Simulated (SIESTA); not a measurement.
A run of SIESTA 5.4.2 is set up as follows.

BeTe.fdf

```
SystemName                      BeTe
SystemLabel                     BeTe
NumberOfSpecies                 2
NumberOfAtoms                   2
%block ChemicalSpeciesLabel
  1  52 Te
  2   4 Be
%endblock ChemicalSpeciesLabel

LatticeConstant                 1.0 Ang
%block LatticeVectors
     0.0000000000     2.7700000000     2.7423000000
     2.7700000000     0.0000000000     2.7423000000
     2.7700000000     2.7700000000     0.0000000000
%endblock LatticeVectors
AtomicCoordinatesFormat         Ang
%block AtomicCoordinatesAndAtomicSpecies
     4.1550000000     4.1550000000     4.1134500000  1
     0.0000000000     0.0000000000     0.0000000000  2
%endblock AtomicCoordinatesAndAtomicSpecies

%block kgrid.MonkhorstPack
    8   0   0  0.0
    0   8   0  0.0
    0   0   8  0.0
%endblock kgrid.MonkhorstPack
XC.Functional                   GGA
XC.Authors                      PBE
PAO.BasisSize                   DZP
PAO.EnergyShift                 0.003 Ry
Mesh.Cutoff                     800 Ry
OccupationFunction              FD
ElectronicTemperature           0.05 eV
MaxSCFIterations                120
SCF.MustConverge                false
SCF.Mixer.Method                Pulay
SCF.Mixer.Weight                0.25
SCF.Mixer.History               8
SCF.DM.Tolerance                5.0e-05
SCF.H.Tolerance                 1.0e-03 eV
WriteForces                     true
Charge.Mulliken                 end
%block PAO.PolarizationScheme
  Be non-perturbative
%endblock PAO.PolarizationScheme
%block PAO.Basis
  Te 4
  n=5 0 2
    5.635 0.000
  n=5 1 2
    7.297 0.000
  n=4 2 2
    3.260 0.000
  n=5 2 1
    7.297
  Be 3
  n=1 0 2
    2.105 0.000
  n=2 0 2
    8.861 0.000
  n=2 1 1
    8.861
%endblock PAO.Basis
```

Potentials or basis: PseudoDojo 0.4 standard (PBE files), DZP (energy shift 0.003 Ry; two zetas on semicore shells).

Command:

```bash
$ siesta < BeTe.fdf > BeTe.out 2>&1
```

Question: Predict the pressure.

Answer: 4.4 GPa.

Question: What does it give for the band gap on the k mesh?

Answer: 1.83 eV, indirect (least direct gap 3.49 eV).

Stress tensor (GPa, compression positive):
```
4.17 0.01 0.01
0.01 4.17 0.01
0.01 0.01 4.80
```

Caveat: short orbitals over semicore shells can move pressures by several GPa; spin-orbit coupling is left out, which moves the levels of the heavy elements; the basis of atomic orbitals isn't converged, which shifts pressures, moduli and gaps. A k mesh can miss the band edges.
